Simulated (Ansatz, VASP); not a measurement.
Two plane-wave programs on ZnO

```xyz
4
Lattice="3.2493 0.0000 0.0000 -1.6247 2.8140 0.0000 0.0000 0.0000 5.2057" Properties=species:S:1:pos:R:3 pbc="T T T"
Zn    0.0000    1.8760    2.5976
Zn    1.6247    0.9380   -0.0053
O     1.6247    0.9380    1.9783
O     0.0000    1.8760    4.5812
```

Alike in both runs: functional PBE; k mesh 9 × 9 × 6; no spin polarisation.

Ansatz relaxed the structure, and its values are those at the end. VASP's run is a single point on that final structure, the one shown.

|  | VASP | Ansatz |
| --- | --- | --- |
| version | VASP 6.6.1 | Ansatz 0.2.0 |
| potentials or method | VASP PAW PBE potentials, release 64 (Zn, O) | scalar-relativistic, plane waves, PAW |
| plane-wave cutoff (eV) | 520 | 420 |
| occupations | gaussian, width 0.01 eV | fixed |
| valence electrons in the cell | 36 | 36 |

```tsv
	VASP	Ansatz	Ansatz less VASP
gap on the k mesh at the Fermi level (eV)	0.79	0.80	+0.015
least direct gap on the mesh (eV)	0.79	0.80	+0.015
pressure (GPa)	6.0	4.9	-1.10
```

Ansatz warned: «stress_scf_threshold_loose».
